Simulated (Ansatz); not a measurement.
# SiC (F-43m): an equation of state far from equilibrium

An exercise on one series of results from a longer session: the logs are not shown, and one member is left open.

Method: DFT PBEsol, scalar-relativistic, plane waves, PAW, in Ansatz 0.2.0.

**The structure to begin with**

Symmetry: F-43m, No. 216, cubic system. Conventional cell: a = 4.357 Å, b = 4.357 Å, c = 4.357 Å, α = 90.00°, β = 90.00°, γ = 90.00°. Si (site symmetry -43m) has 4 C at 1.89 Å as nearest neighbours. Around C (site symmetry -43m) lie 4 Si at 1.89 Å.

Coordinates:

```cif
data_structure
_symmetry_space_group_name_H-M 'P 1'
_symmetry_Int_Tables_number 1
_cell_length_a 3.0807
_cell_length_b 3.0807
_cell_length_c 3.0807
_cell_angle_alpha 60.000
_cell_angle_beta 60.000
_cell_angle_gamma 60.000
_cell_volume 20.68
loop_
_atom_site_label
_atom_site_type_symbol
_atom_site_fract_x
_atom_site_fract_y
_atom_site_fract_z
_atom_site_occupancy
Si1 Si 0.00000 0.00000 0.00000 1
C1 C 0.25000 0.25000 0.25000 1
```

An earlier run at PBEsol left this cell at 10.338 Å³/atom and 0.00 GPa (18×18×18 mesh).

The first run:

input.yaml

```yaml
crystal:
  lattice:
    - [0.0, 2.1489640116, 2.1489640116]
    - [2.1489640116, 0.0, 2.1489640116]
    - [2.1489640116, 2.1489640116, 0.0]
  atoms:
    - { symbol: Si, position: [0.0, 0.0, 0.0] }
    - { symbol: C, position: [0.25, 0.25, 0.25] }
basis:
  ecutwfc: 420
  ecutrho_ratio: 4
kpoints:
  mp_grid: { grid: [18, 18, 18] }
hamiltonian:
  xc: pbesol
scf:
  occupations: { method: gaussian, width: 0.05 }
output:
  forces: true
  stress: true
  eigenvalues: true
```

On the command line:

```bash
$ ansatz run input.yaml --threads 1 --pin off --max-ram 2560MiB --backend cpu --events-out ev --progress --plain --runs-dir out
```

Among the steps run: Volume × 0.96; Volume × 1.04; Volume × 0.92; Volume × 0.88; Volume × 0.84; Volume × 0.8; Volume × 0.76; Volume × 0.72.

One table of the session follows, with a row left open; its other results are not shown here.

```
volume (Å³/atom)  energy above the lowest (meV/atom)  pressure (GPa)  gap on the mesh (eV)
           7.443                               940.5           134.9                  0.88
           7.857                               636.1           102.1                  0.95
           8.270                               408.0            75.5                  1.01
           8.684                               242.0            53.9                  1.07
           9.097                               126.5            36.2                  1.12
           9.511                                52.4            21.7                  1.16
           9.924                                   ?               ?                     ?
          10.338                                 0.0             0.0                  1.24
          10.751                                10.7            -8.1                  1.28
```

**Question.** Estimate the row for volume (Å³/atom) = 9.924.

Worked estimate for «energy above the lowest (meV/atom)». A straight line through the neighbours (9.511, 52.4) and (10.338, 0.0) gives 52.4 + (0.0 − 52.4) × (9.924 − 9.511) / (10.338 − 9.511) = 26.2; a parabola fitted to 4 rows on both sides gives 12.1.

As computed: energy above the lowest (meV/atom): 12.2; pressure (GPa): 9.8; gap on the mesh (eV): 1.21. In «energy above the lowest (meV/atom)» the line misses by +14.0 and the parabola by -0.1.

To keep in mind: Other structures may be lower in enthalpy at these pressures.
